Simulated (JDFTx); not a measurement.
# CuO (Pm-3m) in JDFTx: reference runs

How does CuO come out in PBE? The cell is run as given and disturbed, then over a range of volumes.

Everything below comes from runs of JDFTx 1.7.0 (patched build). Logs are shortened: lines on timing, memory, paths and dates and some standing lists are left out, and cuts for length are marked. The log counts tension as positive stress, the text compression.

## Step 1: Starting point

The structure is cubic, space group Pm-3m (No. 221). Conventional cell: a = 2.553 Å, b = 2.553 Å, c = 2.553 Å, α = 90.00°, β = 90.00°, γ = 90.00°. Cu (site symmetry m-3m) has 8 O at 2.21 Å as nearest neighbours. O (site symmetry m-3m) is surrounded by 8 Cu at 2.21 Å.

Measurements of this composition are mostly on another form, of space group No. 15.

## Step 2: Single point, PBE

File CuO.in:

```
lattice \
    4.8236215721     0.0000000000     0.0000000000 \
    0.0000000000     4.8236215721     0.0000000000 \
    0.0000000000     0.0000000000     4.8236215721
coords-type Lattice
ion Cu     0.0000000000     0.0000000000     0.0000000000 1
ion O      0.5000000000     0.5000000000     0.5000000000 1

ion-species pseudo/Cu.upf
ion-species pseudo/O.upf
elec-cutoff 46 368
elec-ex-corr gga-PBE
kpoint-folding 10 10 10
elec-smearing Fermi 0.0018374661
elec-n-bands 19
electronic-SCF nIterations 100 energyDiffThreshold 1e-09
electronic-minimize nIterations 30 energyDiffThreshold 1e-7
converge-empty-states yes
forces-output-coords Cartesian

dump-name run.$VAR
dump End Ecomponents EigStats BandEigs Kpoints Forces Stress ElecDensity Dtot KEdensity
```

Potentials or basis: PseudoDojo-SR-PBE-0.5-standard with smoothed tails.

On the command line:

```bash
> jdftx -c 1 -i CuO.in -o CuO.out
```

Standard output:

```text
*************** JDFTx 1.7.0 (patched build) ***************

Input parsed successfully to the following command list (including defaults):
[... the input with its defaults ...]

---------- Setting up symmetries ----------

Found 48 point-group symmetries of the bravais lattice
Found 48 space-group symmetries with basis
Applied RMS atom displacement 0 bohrs to make symmetries exact.

---------- Initializing the Grid ----------
R =
[      4.82362            0            0  ]
[            0      4.82362            0  ]
[            0            0      4.82362  ]
unit cell volume = 112.233
G =
[    1.30259          0          0  ]
[          0    1.30259          0  ]
[          0          0    1.30259  ]
Minimum fftbox size, Smin = [  44  44  44  ]
Chosen fftbox size, S = [  48  48  48  ]

---------- Initializing tighter grid for wavefunction operations ----------
R =
[      4.82362            0            0  ]
[            0      4.82362            0  ]
[            0            0      4.82362  ]
unit cell volume = 112.233
G =
[    1.30259          0          0  ]
[          0    1.30259          0  ]
[          0          0    1.30259  ]
Minimum fftbox size, Smin = [  32  32  32  ]
Chosen fftbox size, S = [  32  32  32  ]

---------- Exchange Correlation functional ----------
Initalized PBE GGA exchange.
Initalized PBE GGA correlation.

---------- Setting up pseudopotentials ----------
Width of ionic core gaussian charges (only for fluid interactions / plotting) set to 0

Reading pseudopotential file 'pseudo/Cu.upf':
  'Cu' pseudopotential, 'PBE' functional
  Generated using ONCVPSP code by D. R. Hamann
  19 valence electrons, 4 orbitals, 6 projectors, 1001 radial grid points, with lMax = 2
    3S    l: 0   occupation:  2.0   eigenvalue: -4.215294
    3P    l: 1   occupation:  6.0   eigenvalue: -2.651240
    3D    l: 2   occupation: 10.0   eigenvalue: -0.185165
    4S    l: 0   occupation:  1.0   eigenvalue: -0.169411
  Core radius for overlap checks: 1.70 bohrs.

Reading pseudopotential file 'pseudo/O.upf':
  'O' pseudopotential, 'PBE' functional
  Generated using ONCVPSP code by D. R. Hamann
  6 valence electrons, 2 orbitals, 5 projectors, 936 radial grid points, with lMax = 2
    2S    l: 0   occupation:  2.0   eigenvalue: -0.880572
    2P    l: 1   occupation:  4.0   eigenvalue: -0.331869
  Core radius for overlap checks: 1.39 bohrs.

Initialized 2 species with 2 total atoms.

Folded 1 k-points by 10x10x10 to 1000 k-points.

---------- Setting up k-points, bands, fillings ----------
Reduced to 56 k-points under symmetry.
Computing the number of bands and number of electrons
Calculating initial fillings.
nElectrons:  25.000000   nBands: 19   nStates: 56

----- Setting up reduced wavefunction bases (one per k-point) -----
average nbasis = 1673.215 , ideal nbasis = 1672.440

---------- Setting up ewald sum ----------
Optimum gaussian width for ewald sums = 1.714398 bohr.
Real space sum over 1331 unit cells with max indices [  5  5  5  ]
Reciprocal space sum over 2197 terms with max indices [  6  6  6  ]

---------- Allocating electronic variables ----------
Initializing wave functions:  linear combination of atomic orbitals
Note: number of bands (19) exceeds available atomic orbitals (14)
Cu pseudo-atom occupations:   s ( 2 1 )  p ( 6 )  d ( 10 )
O pseudo-atom occupations:   s ( 2 )  p ( 4 )
	FillingsUpdate:  mu: +0.791792431  nElectrons: 25.000000
LCAOMinimize: Iter:   0  F: -201.0927095319918578  |grad|_K:  1.074e-02  alpha:  1.000e+00
	FillingsUpdate:  mu: +0.668078969  nElectrons: 25.000000
LCAOMinimize: Iter:   1  F: -201.3627364853529400  |grad|_K:  5.746e-03  alpha:  3.170e-01  linmin:  1.260e-01  cgtest: -7.943e-01
LCAOMinimize: 	Bad step direction: g.d > 0.
[... 15 lines of inner loops ...]
LCAOMinimize: Iter:   7  F: -201.4278678167787007  |grad|_K:  1.311e-06  alpha:  2.319e-01  linmin:  3.907e-04  cgtest: -7.248e-04
	FillingsUpdate:  mu: +0.590178972  nElectrons: 25.000000
LCAOMinimize: Iter:   8  F: -201.4278678259478284  |grad|_K:  4.290e-08  alpha:  5.292e-01  linmin:  4.517e-02  cgtest: -9.121e-02
LCAOMinimize: Converged (|Delta F|<1.000000e-06 for 2 iters).

-------- Electronic minimization -----------
Will mix electronic density at each iteration.
	FillingsUpdate:  mu: +0.590178972  nElectrons: 25.000000
	FillingsUpdate:  mu: +0.587512665  nElectrons: 25.000000
SCF: Cycle:  0   F: -201.446802681293349   dF: -1.893e-02   |Residual|: 5.290e-02   |deigs|: 1.064e-01
	FillingsUpdate:  mu: +0.591599884  nElectrons: 25.000000
SCF: Cycle:  1   F: -201.447206205964193   dF: -4.035e-04   |Residual|: 3.258e-02   |deigs|: 1.626e-02
	FillingsUpdate:  mu: +0.590890408  nElectrons: 25.000000
SCF: Cycle:  2   F: -201.448905923011750   dF: -1.700e-03   |Residual|: 1.365e-02   |deigs|: 5.818e-03
	FillingsUpdate:  mu: +0.591210367  nElectrons: 25.000000
SCF: Cycle:  3   F: -201.449014142823046   dF: -1.082e-04   |Residual|: 1.912e-03   |deigs|: 1.476e-03
	FillingsUpdate:  mu: +0.590685930  nElectrons: 25.000000
SCF: Cycle:  4   F: -201.449015646739809   dF: -1.504e-06   |Residual|: 9.828e-04   |deigs|: 4.956e-04
	FillingsUpdate:  mu: +0.590801750  nElectrons: 25.000000
SCF: Cycle:  5   F: -201.449016025180640   dF: -3.784e-07   |Residual|: 4.582e-04   |deigs|: 1.242e-04
	FillingsUpdate:  mu: +0.590814895  nElectrons: 25.000000
SCF: Cycle:  6   F: -201.449016040774211   dF: -1.559e-08   |Residual|: 2.909e-04   |deigs|: 2.463e-05
	FillingsUpdate:  mu: +0.590852653  nElectrons: 25.000000
SCF: Cycle:  7   F: -201.449016076472873   dF: -3.570e-08   |Residual|: 7.098e-05   |deigs|: 5.463e-05
	FillingsUpdate:  mu: +0.590843521  nElectrons: 25.000000
SCF: Cycle:  8   F: -201.449016079498790   dF: -3.026e-09   |Residual|: 1.366e-05   |deigs|: 2.025e-05
	FillingsUpdate:  mu: +0.590839866  nElectrons: 25.000000
SCF: Cycle:  9   F: -201.449016079536932   dF: -3.814e-11   |Residual|: 1.613e-05   |deigs|: 1.021e-05
	FillingsUpdate:  mu: +0.590841180  nElectrons: 25.000000
SCF: Cycle: 10   F: -201.449016079676824   dF: -1.399e-10   |Residual|: 7.079e-06   |deigs|: 5.983e-05
SCF: Converged (|Delta E|<1.000000e-09 for 2 iters).

Setting wave functions to eigenvectors of Hamiltonian
Converging empty states (this may take a while): |deigs|: 1.420e-04

# Stress tensor in Cartesian coordinates [Eh/a0^3]:
[ -0.000695907            0            0  ]
[            0 -0.000695907            0  ]
[            0            0 -0.000695907  ]

# Ionic positions in lattice coordinates:
ion Cu   0.000000000000000   0.000000000000000   0.000000000000000 1
ion O   0.500000000000000   0.500000000000000   0.500000000000000 1

# Forces in Cartesian coordinates:
force Cu  -0.000000000000000   0.000000000000000   0.000000000000000 1
force O   0.000000000000000  -0.000000000000000   0.000000000000000 1

# Energy components:
   Eewald =     -135.7121906176197967
       EH =       59.7531709227067154
     Eloc =     -164.9073193910377881
      Enl =      -36.0792191836928566
      Exc =      -27.5088963258448658
 Exc_core =        4.6114027076649178
       KE =       98.3948492228198717
-------------------------------------
     Etot =     -201.4482026650038051
       TS =        0.0008134146730198
-------------------------------------
        F =     -201.4490160796768237

IonicMinimize: Iter:   0  F: -201.449016079676824  |grad|_K:        nan
IonicMinimize: None of the convergence criteria satisfied after 0 iterations.

#--- Lowdin population analysis ---
# oxidation-state Cu +0.997
# oxidation-state O -0.872

Dumping 'run.eigStats' ...
	eMin: -3.535747 at state 0 ( [ +0.000000 +0.000000 +0.000000 ] spin 0 )
	HOMO: +0.590006 at state 10 ( [ +0.000000 +0.100000 +0.500000 ] spin 0 )
	mu  : +0.590844
	LUMO: +0.591297 at state 44 ( [ +0.200000 +0.400000 +0.500000 ] spin 0 )
	eMax: +1.577877 at state 17 ( [ +0.000000 +0.300000 +0.500000 ] spin 0 )
	HOMO-LUMO gap: +0.001290
	Optical gap  : +0.014173 at state 10 ( [ +0.000000 +0.100000 +0.500000 ] spin 0 )
Done!
```

Wall time 46 s (1 thread of Arm Neoverse V2, shared host); peak memory 0.11 GiB.

Results:

| Quantity | Value |
| --- | --- |
| Free energy | -5481.7070 eV |
| Pressure | 20.5 GPa |
| Band gap on the k mesh | none (metal or under the smearing width) |
| Loewdin charges | Cu +1.00; O -0.87 e |

Caveat: the atomic charges don't sum to the cell's charge; so large a pressure means that the cell lies far from this level's equilibrium, or that cutoff or potentials fall short; an odd number of electrons without spin polarisation forces a metal; a magnetic or distorted state may lie lower; the run has no spin polarisation, though such a crystal can be magnetic; semilocal functionals often make such compounds metallic where correlation or magnetic order opens a gap, which also shifts bond lengths.

## Step 3: Single point, PBE (atoms moved at random, drawn with an rms of 0.05 Å)

Edit CuO.in of step 2 so:

```diff
@@ -5,4 +5,4 @@
 coords-type Lattice
-ion Cu     0.0000000000     0.0000000000     0.0000000000 1
-ion O      0.5000000000     0.5000000000     0.5000000000 1
+ion Cu     0.0128940000     0.0027470000    -0.0036670000 1
+ion O      0.4837610000     0.5022690000     0.5003640000 1
 
@@ -21,2 +21,2 @@
 dump-name run.$VAR
-dump End Ecomponents EigStats BandEigs Kpoints Forces Stress ElecDensity Dtot KEdensity
+dump End Ecomponents EigStats BandEigs Kpoints Forces Stress
```

Potentials or basis: PseudoDojo-SR-PBE-0.5-standard with smoothed tails.

On the command line:

```bash
> jdftx -c 1 -i CuO.in -o CuO.out
```

Standard output:

```text
*************** JDFTx 1.7.0 (patched build) ***************

Input parsed successfully to the following command list (including defaults):
[... the input with its defaults ...]

---------- Setting up symmetries ----------

Found 48 point-group symmetries of the bravais lattice
Found 1 space-group symmetries with basis
Applied RMS atom displacement 0 bohrs to make symmetries exact.

---------- Initializing the Grid ----------
R =
[      4.82362            0            0  ]
[            0      4.82362            0  ]
[            0            0      4.82362  ]
unit cell volume = 112.233
G =
[    1.30259          0          0  ]
[          0    1.30259          0  ]
[          0          0    1.30259  ]
Minimum fftbox size, Smin = [  44  44  44  ]
Chosen fftbox size, S = [  48  48  48  ]

---------- Initializing tighter grid for wavefunction operations ----------
R =
[      4.82362            0            0  ]
[            0      4.82362            0  ]
[            0            0      4.82362  ]
unit cell volume = 112.233
G =
[    1.30259          0          0  ]
[          0    1.30259          0  ]
[          0          0    1.30259  ]
Minimum fftbox size, Smin = [  32  32  32  ]
Chosen fftbox size, S = [  32  32  32  ]

---------- Exchange Correlation functional ----------
Initalized PBE GGA exchange.
Initalized PBE GGA correlation.

---------- Setting up pseudopotentials ----------
Width of ionic core gaussian charges (only for fluid interactions / plotting) set to 0

Reading pseudopotential file 'pseudo/Cu.upf':
  'Cu' pseudopotential, 'PBE' functional
  Generated using ONCVPSP code by D. R. Hamann
  19 valence electrons, 4 orbitals, 6 projectors, 1001 radial grid points, with lMax = 2
    3S    l: 0   occupation:  2.0   eigenvalue: -4.215294
    3P    l: 1   occupation:  6.0   eigenvalue: -2.651240
    3D    l: 2   occupation: 10.0   eigenvalue: -0.185165
    4S    l: 0   occupation:  1.0   eigenvalue: -0.169411
  Core radius for overlap checks: 1.70 bohrs.

Reading pseudopotential file 'pseudo/O.upf':
  'O' pseudopotential, 'PBE' functional
  Generated using ONCVPSP code by D. R. Hamann
  6 valence electrons, 2 orbitals, 5 projectors, 936 radial grid points, with lMax = 2
    2S    l: 0   occupation:  2.0   eigenvalue: -0.880572
    2P    l: 1   occupation:  4.0   eigenvalue: -0.331869
  Core radius for overlap checks: 1.39 bohrs.

Initialized 2 species with 2 total atoms.

Folded 1 k-points by 10x10x10 to 1000 k-points.

---------- Setting up k-points, bands, fillings ----------
Adding inversion symmetry to k-mesh for non-inversion-symmetric unit cell.
Reduced to 504 k-points under symmetry.
Computing the number of bands and number of electrons
Calculating initial fillings.
nElectrons:  25.000000   nBands: 19   nStates: 504

----- Setting up reduced wavefunction bases (one per k-point) -----
average nbasis = 1673.215 , ideal nbasis = 1672.440

---------- Setting up ewald sum ----------
Optimum gaussian width for ewald sums = 1.714398 bohr.
Real space sum over 1331 unit cells with max indices [  5  5  5  ]
Reciprocal space sum over 2197 terms with max indices [  6  6  6  ]

---------- Allocating electronic variables ----------
Initializing wave functions:  linear combination of atomic orbitals
Note: number of bands (19) exceeds available atomic orbitals (14)
Cu pseudo-atom occupations:   s ( 2 1 )  p ( 6 )  d ( 10 )
O pseudo-atom occupations:   s ( 2 )  p ( 4 )
	FillingsUpdate:  mu: +0.789942081  nElectrons: 25.000000
LCAOMinimize: Iter:   0  F: -201.0899926441220202  |grad|_K:  3.613e-03  alpha:  1.000e+00
	FillingsUpdate:  mu: +0.669733410  nElectrons: 25.000000
LCAOMinimize: Iter:   1  F: -201.3600740406910461  |grad|_K:  1.921e-03  alpha:  3.202e-01  linmin:  1.292e-01  cgtest: -8.085e-01
LCAOMinimize: 	Bad step direction: g.d > 0.
[... 15 lines of inner loops ...]
LCAOMinimize: Iter:   7  F: -201.4267555969726402  |grad|_K:  1.520e-07  alpha:  2.474e-01  linmin:  1.072e-04  cgtest:  3.342e-04
	FillingsUpdate:  mu: +0.591041094  nElectrons: 25.000000
LCAOMinimize: Iter:   8  F: -201.4267555982482918  |grad|_K:  1.293e-08  alpha:  6.081e-01  linmin:  2.693e-03  cgtest: -1.354e-02
LCAOMinimize: Converged (|Delta F|<1.000000e-06 for 2 iters).

-------- Electronic minimization -----------
Will mix electronic density at each iteration.
	FillingsUpdate:  mu: +0.591041094  nElectrons: 25.000000
	FillingsUpdate:  mu: +0.588125265  nElectrons: 25.000000
SCF: Cycle:  0   F: -201.446360854907510   dF: -1.961e-02   |Residual|: 5.408e-02   |deigs|: 1.078e-01
	FillingsUpdate:  mu: +0.591928048  nElectrons: 25.000000
SCF: Cycle:  1   F: -201.446738736449163   dF: -3.779e-04   |Residual|: 3.432e-02   |deigs|: 1.539e-02
	FillingsUpdate:  mu: +0.591109559  nElectrons: 25.000000
SCF: Cycle:  2   F: -201.448655978270779   dF: -1.917e-03   |Residual|: 1.384e-02   |deigs|: 6.155e-03
	FillingsUpdate:  mu: +0.591434749  nElectrons: 25.000000
SCF: Cycle:  3   F: -201.448761520963899   dF: -1.055e-04   |Residual|: 1.897e-03   |deigs|: 1.485e-03
	FillingsUpdate:  mu: +0.590880368  nElectrons: 25.000000
SCF: Cycle:  4   F: -201.448762956046465   dF: -1.435e-06   |Residual|: 1.107e-03   |deigs|: 5.421e-04
	FillingsUpdate:  mu: +0.590967715  nElectrons: 25.000000
SCF: Cycle:  5   F: -201.448763343573262   dF: -3.875e-07   |Residual|: 6.905e-04   |deigs|: 1.008e-04
	FillingsUpdate:  mu: +0.591048661  nElectrons: 25.000000
SCF: Cycle:  6   F: -201.448763496179481   dF: -1.526e-07   |Residual|: 2.114e-04   |deigs|: 7.577e-05
	FillingsUpdate:  mu: +0.591081365  nElectrons: 25.000000
SCF: Cycle:  7   F: -201.448763513744836   dF: -1.757e-08   |Residual|: 1.252e-04   |deigs|: 4.815e-05
	FillingsUpdate:  mu: +0.591063040  nElectrons: 25.000000
SCF: Cycle:  8   F: -201.448763521762174   dF: -8.017e-09   |Residual|: 2.126e-05   |deigs|: 3.572e-05
	FillingsUpdate:  mu: +0.591060562  nElectrons: 25.000000
SCF: Cycle:  9   F: -201.448763522035193   dF: -2.730e-10   |Residual|: 9.563e-06   |deigs|: 2.198e-05
	FillingsUpdate:  mu: +0.591061671  nElectrons: 25.000000
SCF: Cycle: 10   F: -201.448763522123954   dF: -8.876e-11   |Residual|: 2.189e-06   |deigs|: 1.841e-05
SCF: Converged (|Delta E|<1.000000e-09 for 2 iters).

Setting wave functions to eigenvectors of Hamiltonian
Converging empty states (this may take a while): |deigs|: 5.551e-04

# Stress tensor in Cartesian coordinates [Eh/a0^3]:
[ -0.000710695 -1.81987e-07  1.46208e-06  ]
[ -1.81987e-07  -0.00071751 -2.40042e-08  ]
[  1.46208e-06 -2.40042e-08 -0.000717354  ]

# Ionic positions in lattice coordinates:
ion Cu   0.012894000000000   0.002747000000000  -0.003667000000000 1
ion O   0.483761000000000   0.502269000000000   0.500364000000000 1

# Forces in Cartesian coordinates:
force Cu  -0.003405317854691  -0.000063994684370   0.000522381202181 1
force O   0.003409160490278   0.000062337624152  -0.000512396632775 1

# Energy components:
   Eewald =     -135.6694638574386431
       EH =       59.7927331313551633
     Eloc =     -164.9910925110069400
      Enl =      -36.0796344213733491
      Exc =      -27.5097756429444651
 Exc_core =        4.6114028900262758
       KE =       98.3978960349381140
-------------------------------------
     Etot =     -201.4479343764438113
       TS =        0.0008291456801560
-------------------------------------
        F =     -201.4487635221239543

IonicMinimize: Iter:   0  F: -201.448763522123954  |grad|_K:  1.990e-03
IonicMinimize: None of the convergence criteria satisfied after 0 iterations.

#--- Lowdin population analysis ---
# oxidation-state Cu +0.998
# oxidation-state O -0.873

Dumping 'run.eigStats' ...
	eMin: -3.535816 at state 0 ( [ +0.000000 +0.000000 +0.000000 ] spin 0 )
	HOMO: +0.591001 at state 502 ( [ +0.500000 +0.500000 +0.400000 ] spin 0 )
	mu  : +0.591062
	LUMO: +0.591646 at state 208 ( [ +0.200000 +0.500000 -0.400000 ] spin 0 )
	eMax: +1.577723 at state 257 ( [ +0.300000 +0.000000 +0.500000 ] spin 0 )
	HOMO-LUMO gap: +0.000644
	Optical gap  : +0.000947 at state 502 ( [ +0.500000 +0.500000 +0.400000 ] spin 0 )
Done!
```

Wall time 6.3 min (1 thread of Arm Neoverse V2, shared host); peak memory 0.69 GiB.

What came out:

```
Free energy            : -5481.7001 eV
Pressure               : 21.0 GPa
Largest force          : 0.177 eV/Å
Band gap on the k mesh : none (metal or under the smearing width)
Loewdin charges        : Cu +1.00; O -0.87 e
```

Forces on the atoms (eV/Å):
```
Cu  -0.175 -0.003  0.027
O    0.175  0.003 -0.026
```

Caveat: the atomic charges don't sum to the cell's charge; an odd number of electrons without spin polarisation forces a metal; a magnetic or distorted state may lie lower; the run has no spin polarisation, though such a crystal can be magnetic; semilocal functionals often make such compounds metallic where correlation or magnetic order opens a gap, which also shifts bond lengths.

## Step 4: Equation of state, PBE, 7.82 Å³/atom (volume scaled by 0.94)

File CuO.in:

```
lattice \
    4.7251526857     0.0000000000     0.0000000000 \
    0.0000000000     4.7251526857     0.0000000000 \
    0.0000000000     0.0000000000     4.7251526857
coords-type Lattice
ion Cu     0.0000000000     0.0000000000     0.0000000000 1
ion O      0.5000000000     0.5000000000     0.5000000000 1

ion-species pseudo/Cu.upf
ion-species pseudo/O.upf
elec-cutoff 46 368
elec-ex-corr gga-PBE
kpoint-folding 10 10 10
elec-smearing Fermi 0.0018374661
elec-n-bands 19
electronic-SCF nIterations 100 energyDiffThreshold 1e-09
electronic-minimize nIterations 30 energyDiffThreshold 1e-7
forces-output-coords Cartesian

dump-name run.$VAR
dump End Ecomponents EigStats BandEigs Kpoints Forces Stress ElecDensity Dtot KEdensity
```

On the command line:

```bash
> jdftx -c 1 -i CuO.in -o CuO.out
```

Run time: 45 s. Hardware: 1 thread of Arm Neoverse V2, shared host; peak memory 0.11 GiB.

The run converged. Its results:

```yaml
Free_energy: -5481.5237 eV
Pressure: 39.3 GPa
Band_gap_on_the_k_mesh: none (metal or under the smearing width)
Loewdin_charges: Cu +1.01; O -0.89 e
```

Caveat: an odd number of electrons without spin polarisation forces a metal; a magnetic or distorted state may lie lower; the run has no spin polarisation, though such a crystal can be magnetic; semilocal functionals often make such compounds metallic where correlation or magnetic order opens a gap, which also shifts bond lengths.

(Part 1 of 2 ends here.)
